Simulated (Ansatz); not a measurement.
# BP: the cost of one run

Computed with Ansatz 0.2.0 (DFT PBE, scalar-relativistic, plane waves, PAW, unless a step's input says otherwise).

2 further runs of the same task are left out: 2 set aside as unsound or not needed.

**1. The system as given**

It takes space group F-43m (No. 216, cubic). The conventional cell has a = 4.548 Å, b = 4.548 Å, c = 4.548 Å, α = 90.00°, β = 90.00°, γ = 90.00°. B (site symmetry -43m) has 4 P at 1.97 Å as nearest neighbours. P (site symmetry -43m) is surrounded by 4 B at 1.97 Å.

Coordinates:

```cif
data_structure
_symmetry_space_group_name_H-M 'P 1'
_symmetry_Int_Tables_number 1
_cell_length_a 3.2162
_cell_length_b 3.2162
_cell_length_c 3.2162
_cell_angle_alpha 60.000
_cell_angle_beta 60.000
_cell_angle_gamma 60.000
_cell_volume 23.52
loop_
_atom_site_label
_atom_site_type_symbol
_atom_site_fract_x
_atom_site_fract_y
_atom_site_fract_z
_atom_site_occupancy
B1 B 0.00000 0.00000 0.00000 1
P1 P 0.75000 0.75000 0.75000 1
```

This cell was relaxed beforehand with the same method: volume 11.76 Å³/atom, gap on the mesh 1.25 eV.

**2. The cell under 4 GPa**

At a set pressure the run lowers the enthalpy E + PV, so the energy alone may rise along the way.

input.yaml reads:

```yaml
crystal:
  lattice:
    - [0.0, 2.2741905837, 2.2741905837]
    - [2.2741905837, 0.0, 2.2741905837]
    - [2.2741905837, 2.2741905837, 0.0]
  atoms:
    - { symbol: B, position: [0.0, 0.0, 0.0] }
    - { symbol: P, position: [0.75, 0.75, 0.75] }
basis:
  ecutwfc: 420
kpoints:
  mp_grid: { grid: [10, 10, 10] }
hamiltonian:
  xc: pbe
scf:
  occupations: { method: fixed }
output:
  forces: true
  stress: true
  eigenvalues: true
relax:
  adjacent_minimum: "off"
  f_tol: 0.001
  max_steps: 60
  cell: { stress_tol: 0.02, p_target: 4.0 }
```

Command:

```console
> ansatz run input.yaml --threads 1 --pin off --max-ram 3072MiB --backend cpu --events-out ev --progress --plain --runs-dir out
```

Q: Estimate wall time and peak memory on 1 thread of Intel Xeon Platinum 8375C at 2.90GHz (Ice Lake), shared host.

About 9.4 s, with a peak of 0.34 GiB.
